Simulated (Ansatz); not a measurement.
**Si and the effect of the functional**

Symmetry: Fd-3m, No. 227, cubic system. The conventional cell has a = 5.444 Å, b = 5.444 Å, c = 5.444 Å, α = 90.00°, β = 90.00°, γ = 90.00°. Si (site symmetry -43m) is surrounded by 4 Si at 2.36 Å.

Kept alike: task single point; k mesh 4 × 4 × 4; occupations fermi-dirac, width 0.05 eV; no spin polarisation. Program: Ansatz, PAW datasets made for the crystal. Cutoffs run from 180 to 200 eV. The mesh is that of the run's cell of 2 atoms. No spin-orbit coupling.

| functional | band gap (eV) | pressure (GPa) |
| --- | --- | --- |
| HSE06 | 1.330 | 0.35 |
| PBE | 0.708 | 1.91 |
| PBE0 | 2.014 | 0.19 |

The k mesh is coarse, so the values aren't converged. Pressure is positive in compression, with a Pulay correction for the finite cutoff. A gap read on the mesh alone can miss an edge between its points.

The band gap runs from 0.708 (PBE) to 2.014 eV (PBE0). From PBE: HSE06 +0.622; PBE0 +1.306. Measured: 1.1 eV (arxiv:1111.5263); nearest HSE06, 0.230 eV off. The runs are for a static lattice. The pressure runs from 0.19 (PBE0) to 1.91 GPa (PBE). From PBE: HSE06 -1.56; PBE0 -1.72.
